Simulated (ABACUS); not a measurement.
## As: single point with LDA

As:

```xyz
2
Lattice="1.8808 1.0859 3.5141 -1.8808 1.0859 3.5141 0.0000 -2.1718 3.5141" Properties=species:S:1:pos:R:3 pbc="T T T"
As    0.0000    0.0000    2.3825
As    0.0000    0.0000    8.1597
```

| Item | Value |
| --- | --- |
| Program | ABACUS 3.10.1 |
| Task | single point |
| Functional | LDA |
| Potentials or basis | PseudoDojo NC SR 0.4.1 LDA standard |
| Cutoff | 1102 eV |
| Density cutoff | 4408 eV |
| Basis | plane waves |
| k mesh | 7 × 7 × 7 |
| Occupations | fermi-dirac, width 0.05 eV |
| Spin | no spin polarisation |

* Pressure: -1.6 GPa
* Largest force: 0.231 eV/Å
* Band gap on the k mesh: none (metal or under the smearing width)

Forces on the atoms (eV/Å):
```
As   0.000  0.000  0.231
As   0.000  0.000 -0.231
```

Stress tensor (GPa, compression positive):
```
-1.30  0.00  0.00
 0.00 -1.30  0.00
 0.00  0.00 -2.17
```

Levels at points of the mesh, in eV from the Fermi level:
```csv
k point,band 11,band 12,band 13,band 14,band 15,band 16,band 17,band 18,band 19,band 20
"(0.00, 0.00, 0.00)",-15.06,-5.90,-2.45,-1.98,-1.98,1.63,2.91,2.91,6.96,6.96
```

It took 10 s on 4 MPI ranks on AMD EPYC 9R14 (Zen 4), with other jobs on the host, peak memory 0.44 GiB a rank.
